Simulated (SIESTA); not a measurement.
Crystal: PbSe (Clausthalite).

```xyz
2
Lattice="0.0000 3.0606 3.0606 3.0606 0.0000 3.0606 3.0606 3.0606 0.0000" Properties=species:S:1:pos:R:3 pbc="T T T"
Pb    0.0000    0.0000    0.0000
Se    3.0606    3.0606    3.0606
```

Base run:

```yaml
Program: SIESTA 5.4.2
Functional: vdW-DF-cx
Potentials_or_basis: PseudoDojo 0.4 standard (PBE files)
Basis: DZP (energy shift 0.002 Ry)
Grid_cutoff: 500 Ry
Energy_shift: 0.002 Ry
k_mesh: 8 × 8 × 8
Occupations: fermi-dirac, width 0.05 eV
Spin: no spin polarisation
```

Its results: band gap on the k mesh 0.38 eV, direct; pressure 1.9 GPa.

Question: The run is repeated on the same cell with these changes: functional from vdW-DF-cx to PW91. What comes out?

Answer: Band gap on the k mesh 0.40 eV, direct; pressure 3.8 GPa.

Caveats: semicore shells carry a single zeta, which can move pressures by several GPa and volumes by a few percent; the potentials were made for another functional, which shifts forces and pressure; spin-orbit coupling is left out, which as a rule narrows the gap of such compounds by several tenths of an eV; the basis of atomic orbitals isn't converged, which shifts pressures, moduli and gaps.
